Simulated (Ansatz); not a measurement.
# Br (Cmce) in Ansatz: reference runs

How does Br come out in PBE? The cell is run as given and disturbed.

Program: Ansatz 0.2.0. These are calculated values, not measurements. Logs are shortened: lines on timing, memory, paths and dates and some standing lists are left out, and cuts for length are marked.

### Step 1. The crystal as given

It takes space group Cmce (No. 64, orthorhombic). The conventional cell has a = 6.726 Å, b = 4.645 Å, c = 8.702 Å, α = 90.00°, β = 90.00°, γ = 90.00°. Br (site symmetry m) has 1 Br at 2.29 Å as nearest neighbours.

### Step 2. Single point, PBE

input.yaml reads:

```yaml
crystal:
  lattice:
    - [3.36325, -2.32255, 0.0]
    - [3.36325, 2.32255, 0.0]
    - [0.0, 0.0, 8.7023]
  atoms:
    - { symbol: Br, position: [0.3651, 0.6349, 0.3901] }
    - { symbol: Br, position: [0.1349, 0.8651, 0.8901] }
    - { symbol: Br, position: [0.6349, 0.3651, 0.6099] }
    - { symbol: Br, position: [0.8651, 0.1349, 0.1099] }
kpoints:
  mp_grid: { grid: [7, 7, 3] }
scf:
  occupations: { method: fermi_dirac, width: 0.05 }
hamiltonian:
  xc: pbe
  pseudopotentials: { kind: all_electron, lapw: { basis_error: 0.001 } }
output:
  forces: true
  stress: true
  eigenvalues: true
  populations: true
```

Potentials or basis: all-electron LAPW, scalar-relativistic.

The run is started by

```sh
$ ansatz run input.yaml --threads 2 --pin off --max-ram 6144MiB --backend cpu --events-out ev --progress --plain --runs-dir out
```

Standard output:

```text
Warning: RAYON_NUM_THREADS=2 ignored (pool sized by the plan → 2); use --threads N
Br: projections on atomic orbitals take those of the free atom 1s2 2s2 2p6 3s2 3p6 3d10 4s2 4p5, of charge +0.00 (hamiltonian.pseudopotentials.projection_atoms)
LAPW: plane waves up to 9.559 Å⁻¹, error target 1.0e-3 eV per atom; small_component_spin mean_spin; Br in spheres of 1.143 Å, 25 of its electrons in bands, Dirac shells [] (how accurate: hamiltonian.pseudopotentials.lapw.basis_error, Limitations)
Engine: ansatz 0.2.0, x86_64-unknown-linux-gnu
Pseudopotentials: kind: all_electron
Pseudopotential: Br, LAPW, valence charge 25, lapw/all_electron/scalar/gaussian/Br, Koelling and Harmon's equation, gaussian nucleus
Functional definition: PBE
  parameter kappa = 0.804
  parameter beta = 0.06672455060314922
  exchange = pbe_x(kappa = kappa, mu = beta*pi^2/3)
  correlation = pbe_c(beta = beta)
Crystal: 4 atoms, lattice volume = 135.953 Å³
Basis set: ecut = 348.11568112674615 eV, 2007 PW (Γ), exchange–correlation at level 2
Bands: 60, of which v1, the nominal top of the filled ones, is band 50 counted from 1 (49 counted from 0)
Symmetry: 8 space group operations
Space group: Cmce (ITA 64), of the structure as read, at distance tolerance 5.1e-5 Å
k-points: 32 of 147
Non-local potential: Br, projectors of the file, none
Initial density: superposition of atomic densities (chi_scale 0.1, normalization cell)
Initial wavefunctions: plane waves of lowest kinetic energy (no species holds an atomic orbital)
Functional: x = pbe(κ = 0.804, μ = 0.2195149727645171), c = pbe(β = 0.06672455060314922)
iter 1 solved again at ethr=7.49e-4 eV; its pass at ethr=1.00e-1 eV (dr2=7.49e-1 eV) is discarded
SCF iter   1: F=—  HF=-283700.828617 eV  |F-HF|=—  |Δ(HF+E_count)|=         —  Δρ=2.54e-2  dr2=7.48e-1  ethr=7.49e-4  ⟨swp⟩=2.0  Hψ=11912  notcnv=0
preconditioner: auto → Resta (q_TF=auto, 2.592 Å⁻¹)  ε∞=2.6  [insulator: Δε(μ)=2.244 eV  Ē_g=13.275 eV  σ=0.050 eV  W_gap=1.00  n_scr=36 (ndim 8)  ℏωp=16.9 eV  f_vac=0.334  D(μ)=0.00/eV (n_scr^D=0)  ε∞_Penn≈2.6]
SCF iter   2: F=—  HF=-283700.504646 eV  |F-HF|=—  |Δ(HF+E_count)|=   3.24e-1  Δρ=1.31e-2  dr2=2.10e-1  ethr=7.48e-4  ⟨swp⟩=2.1  Hψ=5883  notcnv=0  defer=1
iter 3 solved again at ethr=4.51e-6 eV; its pass at ethr=2.10e-4 eV (dr2=4.51e-3 eV) is discarded
SCF iter   3: F=—  HF=-283700.417819 eV  |F-HF|=—  |Δ(HF+E_count)|=   8.68e-2  Δρ=1.75e-3  dr2=4.50e-3  ethr=4.51e-6  ⟨swp⟩=2.0  Hψ=9978  notcnv=0
SCF iter   4: F=—  HF=-283700.424721 eV  |F-HF|=—  |Δ(HF+E_count)|=         —  Δρ=5.45e-4  dr2=5.62e-4  ethr=4.50e-6  ⟨swp⟩=2.2  Hψ=5566  notcnv=0
the basis was enlarged: its passes take 629.0 KiB over the memory plan, 2 of 2 planned eigensolver slots
SCF iter   5: F=—  HF=-283700.424656 eV  |F-HF|=—  |Δ(HF+E_count)|=   6.58e-5  Δρ=1.19e-4  dr2=2.67e-5  ethr=5.62e-7  ⟨swp⟩=3.0  Hψ=5834  notcnv=0
SCF iter   6: F=—  HF=-283700.424667 eV  |F-HF|=—  |Δ(HF+E_count)|=   1.16e-5  Δρ=4.82e-5  dr2=3.76e-6  ethr=2.67e-8  ⟨swp⟩=3.0  Hψ=5855  notcnv=0
SCF iter   7: F=—  HF=-283700.424671 eV  |F-HF|=—  |Δ(HF+E_count)|=   3.38e-6  Δρ=2.67e-5  dr2=1.19e-6  ethr=3.76e-9  ⟨swp⟩=3.0  Hψ=5861  notcnv=0
SCF iter   8: F=—  HF=-283700.424673 eV  |F-HF|=—  |Δ(HF+E_count)|=   1.98e-6  Δρ=1.24e-5  dr2=2.50e-7  ethr=1.19e-9  ⟨swp⟩=3.0  Hψ=5875  notcnv=0
SCF iter   9: F=-283700.424673 eV  HF=-283700.424673 eV  |F-HF|=2.39e-8  |Δ(HF+E_count)|=   4.45e-7  Δρ=2.92e-6  dr2=1.52e-8  ethr=2.50e-10  ⟨swp⟩=3.0  Hψ=5936  notcnv=0
SCF 1 converged in 9 iterations: F = -283700.424673 eV  dr2 = 1.52e-8
SCF converged after 9 iterations
Free energy (F): -283700.424673 eV
Harris-Foulkes:  -283700.424673 eV  (|F-HF|=2.39e-8)
Internal energy: -283700.424673 eV  (E = F + TS)
E sigma→0 (E₀):  -283700.424673 eV
Fermi energy:    4.380107 eV
--- Per-component energies (eV) ---
  E_band       = -8092.032061
  E_kinetic    = 290833.531434
  E_xc         = -10042.166527
  E_electrostatic = -564491.789580  (all electrons and nuclei)
  E_smearing   = -0.000000  (= −TS)
  E_closure    = 0.000000  (closes the sum)
  E_atoms      = -283694.111676  (free atoms, spherical and without spin; not in F)
  Σ components = -283700.424673   (vs F -283700.424673, Δ=0.00e0)
  Basis errors (estimates in eV, not in F): energy 5.7e-4 per atom: plane waves 5.4e-4 (3.1e-4 summed), levels above the bands 3.3e-85, relativity 1.0e-7, radial functions 3.5e-5, core shells 8.4e-10; eigenvalues (radial functions only) 4.6e-7; not estimated: angular momenta, meshes, grids; target (lapw.basis_error) 1.0e-3; muffin-tin radii Br 1.143 Å
--- Forces (eV/Å), atoms counted from 1 ---
  atom   1  Br     0.00000000     0.41623806    -0.76188051
  atom   2  Br     0.00000000    -0.41623806    -0.76188051
  atom   3  Br     0.00000000    -0.41623806     0.76188051
  atom   4  Br     0.00000000     0.41623806     0.76188051
  max |Σ_I F_I| component: 2.78e-17 eV/Å
--- Stress (GPa, compression-positive) ---
        1.226838       0.000000       0.000000
        0.000000       1.286942       0.000000
        0.000000       0.000000       3.009319
  P = ⅓ Tr σ = 1.8410 GPa (18.410 kbar)
--- Band table (eV; the first three rows and the last of 32) ---
  k-point 0: bands = ["-228.2493", "-228.2493", "-228.2491", "-228.2491", "-163.9401", "-163.9401", "-163.9376", "-163.9376", "-163.5446", "-163.5446", "-163.5444", "-163.5444", "-163.5081", "-163.5081", "-163.5080", "-163.5080", "-57.1925", "-57.1921", "-57.1345", "-57.1341", "-57.0788", "-57.0786", "-57.0627", "-57.0624", "-57.0514", "-57.0514", "-57.0352", "-57.0352", "-56.7497", "-56.7497", "-56.7492", "-56.7492", "-56.7483", "-56.7482", "-56.7477", "-56.7476", "-12.5061", "-12.1909", "-9.6900", "-9.0222", "-1.5019", "-0.5098", "1.2619", "1.2629", "1.7344", "1.7740", "2.4789", "3.0584", "3.3350", "3.3755", "5.3052", "6.0475", "9.3998", "10.0988", "10.8127", "12.4214", "12.4609", "12.7292", "13.7579", "14.0125"]
  k-point 1: bands = ["-228.2493", "-228.2493", "-228.2491", "-228.2491", "-163.9401", "-163.9401", "-163.9376", "-163.9376", "-163.5446", "-163.5446", "-163.5444", "-163.5444", "-163.5081", "-163.5081", "-163.5080", "-163.5080", "-57.1924", "-57.1922", "-57.1344", "-57.1342", "-57.0788", "-57.0786", "-57.0626", "-57.0625", "-57.0514", "-57.0514", "-57.0352", "-57.0352", "-56.7497", "-56.7497", "-56.7492", "-56.7492", "-56.7483", "-56.7483", "-56.7477", "-56.7476", "-12.4371", "-12.2811", "-9.5168", "-9.1849", "-1.2986", "-0.8248", "1.4025", "1.4746", "1.7443", "1.7641", "2.4727", "2.8096", "3.3449", "3.3652", "5.3813", "5.7411", "9.8204", "10.2187", "11.2876", "12.1099", "12.3889", "12.5118", "14.1721", "14.2661"]
  k-point 2: bands = ["-228.2493", "-228.2493", "-228.2491", "-228.2491", "-163.9401", "-163.9401", "-163.9376", "-163.9376", "-163.5446", "-163.5446", "-163.5444", "-163.5444", "-163.5081", "-163.5081", "-163.5080", "-163.5080", "-57.1925", "-57.1922", "-57.1345", "-57.1341", "-57.0788", "-57.0786", "-57.0627", "-57.0624", "-57.0514", "-57.0514", "-57.0352", "-57.0352", "-56.7497", "-56.7497", "-56.7492", "-56.7492", "-56.7483", "-56.7482", "-56.7477", "-56.7476", "-12.4645", "-12.1775", "-9.6579", "-9.0591", "-1.5027", "-0.5995", "1.0125", "1.0926", "1.6031", "1.6313", "2.6842", "3.1398", "3.2662", "3.3104", "5.3092", "5.9999", "9.8592", "10.3894", "11.2085", "12.2242", "12.3590", "12.7668", "13.4383", "14.2577"]
  k-point 31: bands = ["-228.2493", "-228.2493", "-228.2491", "-228.2491", "-163.9401", "-163.9401", "-163.9376", "-163.9376", "-163.5446", "-163.5446", "-163.5444", "-163.5444", "-163.5081", "-163.5081", "-163.5080", "-163.5080", "-57.1924", "-57.1922", "-57.1344", "-57.1342", "-57.0788", "-57.0786", "-57.0626", "-57.0625", "-57.0514", "-57.0514", "-57.0352", "-57.0352", "-56.7497", "-56.7497", "-56.7492", "-56.7492", "-56.7483", "-56.7482", "-56.7477", "-56.7476", "-12.2139", "-12.1068", "-9.3889", "-9.1794", "-1.2147", "-0.9732", "0.0114", "0.3381", "0.8019", "1.0664", "2.4723", "2.5092", "2.8747", "3.1140", "5.4360", "5.6268", "11.3307", "11.4100", "12.1192", "12.2476", "12.8193", "13.3826", "14.4220", "14.7778"]
--- Löwdin populations: 4 sites ---
  site symbol       q [e]
     0     Br     34.9641
     1     Br     34.9641
     2     Br     34.9641
     3     Br     34.9641
  spilling = 0.001026 (of n_electrons = 140.000000)
```

Wall time 27 s (2 threads of Intel Xeon 6975P-C (Granite Rapids), shared host); peak memory 0.63 GiB.

Results:

| Property | Result |
| --- | --- |
| Free energy | -283700.4247 eV |
| Pressure | 1.8 GPa |
| Largest force | 0.868 eV/Å |
| Band gap on the k mesh | 1.91 eV, indirect (least direct gap 1.93 eV) |

Forces on the atoms (eV/Å):
```
Br   0.000  0.416 -0.762
Br   0.000 -0.416 -0.762
Br   0.000 -0.416  0.762
Br   0.000  0.416  0.762
```

Stress tensor (GPa, compression positive):
```
1.23 0.00 0.00
0.00 1.29 0.00
0.00 0.00 3.01
```

Caveat: an odd mesh through Γ misses points on the zone boundary, where band edges often lie.

### Step 3. Single point, PBE (atoms moved at random, drawn with an rms of 0.05 Å)

input.yaml reads:

```yaml
crystal:
  lattice:
    - [3.36325, -2.32255, 0.0]
    - [3.36325, 2.32255, 0.0]
    - [0.0, 0.0, 8.7023]
  atoms:
    - { symbol: Br, position: [0.362102, 0.644566, 0.385548] }
    - { symbol: Br, position: [0.138291, 0.865485, 0.886708] }
    - { symbol: Br, position: [0.626616, 0.354132, 0.613507] }
    - { symbol: Br, position: [0.86227, 0.129772, 0.101852] }
kpoints:
  mp_grid: { grid: [7, 7, 3] }
scf:
  occupations: { method: fermi_dirac, width: 0.05 }
hamiltonian:
  xc: pbe
  pseudopotentials: { kind: all_electron, lapw: { basis_error: 0.001 } }
output:
  forces: true
  stress: true
  eigenvalues: true
  populations: true
```

Potentials or basis: all-electron LAPW, scalar-relativistic.

The run is started by

```sh
$ ansatz run input.yaml --threads 2 --pin off --max-ram 6144MiB --backend cpu --events-out ev --progress --plain --runs-dir out
```

Standard output:

```text
Warning: RAYON_NUM_THREADS=2 ignored (pool sized by the plan → 2); use --threads N
Br: projections on atomic orbitals take those of the free atom 1s2 2s2 2p6 3s2 3p6 3d10 4s2 4p5, of charge +0.00 (hamiltonian.pseudopotentials.projection_atoms)
LAPW: plane waves up to 9.751 Å⁻¹, error target 1.0e-3 eV per atom; small_component_spin mean_spin; Br in spheres of 1.127 Å, 25 of its electrons in bands, Dirac shells [] (how accurate: hamiltonian.pseudopotentials.lapw.basis_error, Limitations)
[... 8 set-up lines as earlier in the session ...]
Crystal: 4 atoms, lattice volume = 135.953 Å³
Basis set: ecut = 362.23999905080177 eV, 2111 PW (Γ), exchange–correlation at level 2
Bands: 60, of which v1, the nominal top of the filled ones, is band 50 counted from 1 (49 counted from 0)
Symmetry: 1 space group operations
Space group: P1 (ITA 1), of the structure as read, at distance tolerance 5.1e-5 Å
k-points: 74 of 147 (time reversal used)
[... 4 set-up lines as earlier in the session ...]
iter 1 solved again at ethr=7.76e-4 eV; its pass at ethr=1.00e-1 eV (dr2=7.76e-1 eV) is discarded
SCF iter   1: F=—  HF=-283700.819353 eV  |F-HF|=—  |Δ(HF+E_count)|=         —  Δρ=2.59e-2  dr2=7.75e-1  ethr=7.76e-4  ⟨swp⟩=2.1  Hψ=27689  notcnv=0
preconditioner: auto → Resta (q_TF=auto, 2.592 Å⁻¹)  ε∞=2.6  [insulator: Δε(μ)=1.954 eV  Ē_g=13.240 eV  σ=0.050 eV  W_gap=1.00  n_scr=36 (ndim 8)  ℏωp=16.9 eV  f_vac=0.333  D(μ)=0.00/eV (n_scr^D=0)  ε∞_Penn≈2.6]
SCF iter   2: F=—  HF=-283700.493287 eV  |F-HF|=—  |Δ(HF+E_count)|=   3.26e-1  Δρ=1.34e-2  dr2=2.17e-1  ethr=7.75e-4  ⟨swp⟩=2.8  Hψ=12922  notcnv=0
iter 3 solved again at ethr=5.21e-6 eV; its pass at ethr=2.17e-4 eV (dr2=5.21e-3 eV) is discarded
SCF iter   3: F=—  HF=-283700.404476 eV  |F-HF|=—  |Δ(HF+E_count)|=   8.88e-2  Δρ=1.75e-3  dr2=5.21e-3  ethr=5.21e-6  ⟨swp⟩=2.0  Hψ=22495  notcnv=0
SCF iter   4: F=—  HF=-283700.410794 eV  |F-HF|=—  |Δ(HF+E_count)|=         —  Δρ=7.35e-4  dr2=1.66e-3  ethr=5.21e-6  ⟨swp⟩=3.0  Hψ=12797  notcnv=0
the basis was enlarged: its passes take 705.1 KiB over the memory plan, 2 of 2 planned eigensolver slots
SCF iter   5: F=—  HF=-283700.410606 eV  |F-HF|=—  |Δ(HF+E_count)|=   1.88e-4  Δρ=2.96e-4  dr2=3.56e-4  ethr=1.66e-6  ⟨swp⟩=3.0  Hψ=12809  notcnv=0
SCF iter   6: F=—  HF=-283700.410596 eV  |F-HF|=—  |Δ(HF+E_count)|=   1.03e-5  Δρ=8.62e-5  dr2=1.77e-5  ethr=3.56e-7  ⟨swp⟩=3.0  Hψ=12786  notcnv=0
SCF iter   7: F=—  HF=-283700.410602 eV  |F-HF|=—  |Δ(HF+E_count)|=   6.48e-6  Δρ=4.29e-5  dr2=3.08e-6  ethr=1.77e-8  ⟨swp⟩=3.0  Hψ=12878  notcnv=0
SCF iter   8: F=—  HF=-283700.410609 eV  |F-HF|=—  |Δ(HF+E_count)|=   6.23e-6  Δρ=1.67e-5  dr2=8.45e-7  ethr=3.08e-9  ⟨swp⟩=3.0  Hψ=12989  notcnv=0
SCF iter   9: F=-283700.410609 eV  HF=-283700.410609 eV  |F-HF|=4.78e-8  |Δ(HF+E_count)|=   1.82e-7  Δρ=3.62e-6  dr2=2.25e-8  ethr=8.45e-10  ⟨swp⟩=3.0  Hψ=12904  notcnv=0
SCF 1 converged in 9 iterations: F = -283700.410609 eV  dr2 = 2.25e-8
SCF converged after 9 iterations
Free energy (F): -283700.410609 eV
Harris-Foulkes:  -283700.410609 eV  (|F-HF|=4.78e-8)
Internal energy: -283700.410609 eV  (E = F + TS)
E sigma→0 (E₀):  -283700.410609 eV
Entropy (-TS):   -0.000000 eV (-0.000 meV/atom)
Fermi energy:    4.263330 eV
--- Per-component energies (eV) ---
  E_band       = -8092.134724
  E_kinetic    = 290832.360098
  E_xc         = -10041.861797
  E_electrostatic = -564490.908910  (all electrons and nuclei)
  E_smearing   = -0.000000  (= −TS)
  E_closure    = 0.000000  (closes the sum)
  E_atoms      = -283694.111676  (free atoms, spherical and without spin; not in F)
  Σ components = -283700.410609   (vs F -283700.410609, Δ=0.00e0)
  Basis errors (estimates in eV, not in F): energy 5.7e-4 per atom: plane waves 5.4e-4 (3.1e-4 summed), levels above the bands 3.4e-86, relativity 7.2e-8, radial functions 3.2e-5, core shells 7.9e-10; eigenvalues (radial functions only) 4.8e-7; not estimated: angular momenta, meshes, grids; target (lapw.basis_error) 1.0e-3; muffin-tin radii Br 1.127 Å
--- Forces (eV/Å), atoms counted from 1 ---
  atom   1  Br    -0.05712607    -0.08269615     0.03861907
  atom   2  Br    -0.02242850    -0.68164570    -1.20324199
  atom   3  Br     0.06621276     0.08617260    -0.07970117
  atom   4  Br     0.01334182     0.67816534     1.24432218
  max |Σ_I F_I| component: 3.91e-6 eV/Å
--- Stress (GPa, compression-positive) ---
        1.256772      -0.043898      -0.008057
       -0.043898       0.850820       1.948773
       -0.008057       1.948773       2.024516
  P = ⅓ Tr σ = 1.3774 GPa (13.774 kbar)
--- Band table (eV; the first three rows and the last of 74) ---
  k-point 0: bands = ["-228.3784", "-228.3388", "-228.1770", "-228.1318", "-164.0662", "-164.0246", "-163.8661", "-163.8227", "-163.6786", "-163.6386", "-163.6344", "-163.5972", "-163.4732", "-163.4348", "-163.4244", "-163.3912", "-57.3119", "-57.2332", "-57.2046", "-57.1717", "-57.1593", "-57.1282", "-57.0948", "-57.0354", "-56.9980", "-56.9693", "-56.9503", "-56.9254", "-56.8799", "-56.8790", "-56.8417", "-56.8410", "-56.6763", "-56.6756", "-56.6296", "-56.6291", "-12.6423", "-11.8885", "-9.7387", "-9.0597", "-1.4836", "-0.4260", "1.0671", "1.5286", "1.5798", "2.0307", "2.4346", "3.0222", "3.2892", "3.3612", "5.1364", "5.9914", "9.4014", "10.1647", "10.7819", "12.3672", "12.4545", "12.7399", "13.7422", "14.0373"]
  k-point 1: bands = ["-228.3784", "-228.3388", "-228.1770", "-228.1318", "-164.0662", "-164.0246", "-163.8661", "-163.8227", "-163.6786", "-163.6386", "-163.6344", "-163.5972", "-163.4732", "-163.4348", "-163.4244", "-163.3912", "-57.3119", "-57.2332", "-57.2046", "-57.1717", "-57.1593", "-57.1282", "-57.0948", "-57.0354", "-56.9980", "-56.9693", "-56.9503", "-56.9254", "-56.8799", "-56.8790", "-56.8417", "-56.8410", "-56.6763", "-56.6756", "-56.6296", "-56.6292", "-12.6236", "-11.9320", "-9.5619", "-9.2218", "-1.3141", "-0.7171", "1.2777", "1.5780", "1.6966", "2.0295", "2.4198", "2.7790", "3.2911", "3.3550", "5.1643", "5.7356", "9.8078", "10.2736", "11.2526", "12.0772", "12.3699", "12.5197", "14.1528", "14.2978"]
  k-point 2: bands = ["-228.3784", "-228.3388", "-228.1770", "-228.1318", "-164.0662", "-164.0246", "-163.8661", "-163.8227", "-163.6786", "-163.6386", "-163.6344", "-163.5972", "-163.4732", "-163.4348", "-163.4244", "-163.3912", "-57.3119", "-57.2332", "-57.2046", "-57.1717", "-57.1593", "-57.1282", "-57.0948", "-57.0354", "-56.9980", "-56.9693", "-56.9503", "-56.9254", "-56.8799", "-56.8790", "-56.8417", "-56.8410", "-56.6763", "-56.6756", "-56.6296", "-56.6292", "-12.6090", "-11.8650", "-9.7067", "-9.0979", "-1.4877", "-0.5222", "0.8774", "1.2892", "1.4460", "1.8815", "2.6521", "3.1027", "3.2182", "3.3180", "5.1344", "5.9458", "9.8590", "10.4488", "11.1818", "12.1918", "12.3809", "12.7554", "13.4323", "14.2061"]
  k-point 73: bands = ["-228.3784", "-228.3388", "-228.1770", "-228.1318", "-164.0662", "-164.0246", "-163.8661", "-163.8227", "-163.6786", "-163.6386", "-163.6344", "-163.5972", "-163.4732", "-163.4348", "-163.4244", "-163.3912", "-57.3119", "-57.2332", "-57.2046", "-57.1717", "-57.1593", "-57.1282", "-57.0948", "-57.0354", "-56.9980", "-56.9693", "-56.9503", "-56.9254", "-56.8799", "-56.8790", "-56.8417", "-56.8410", "-56.6762", "-56.6756", "-56.6296", "-56.6291", "-12.4406", "-11.7608", "-9.4276", "-9.3916", "-1.3340", "-1.0265", "0.1677", "0.4733", "0.9251", "1.3671", "2.7123", "2.9695", "3.1891", "3.2952", "5.4406", "5.8415", "10.9919", "11.4664", "12.2625", "12.8580", "13.0765", "13.3886", "13.6688", "13.7732"]
--- Löwdin populations: 4 sites ---
  site symbol       q [e]
     0     Br     34.9892
     1     Br     34.9420
     2     Br     34.9801
     3     Br     34.9511
  spilling = 0.000983 (of n_electrons = 140.000000)
```

It took 97 s on 2 threads of Intel Xeon 6975P-C (Granite Rapids), shared host; peak memory 0.99 GiB.

What came out:

```
Free energy            : -283700.4106 eV
Pressure               : 1.4 GPa
Largest force          : 1.417 eV/Å
Band gap on the k mesh : 1.71 eV, indirect (least direct gap 1.78 eV)
```

Forces on the atoms (eV/Å):
```
Br  -0.057 -0.083  0.039
Br  -0.022 -0.682 -1.203
Br   0.066  0.086 -0.080
Br   0.013  0.678  1.244
```

Levels at points of the mesh, in eV from the valence-band top:
```
           k point  band 48  band 49  band 50  band 51  band 52  band 53
(0.00, 0.00, 0.00)    -0.38    -0.11    -0.04     1.74     2.59     6.00
```

Caveat: an odd mesh through Γ misses points on the zone boundary, where band edges often lie.
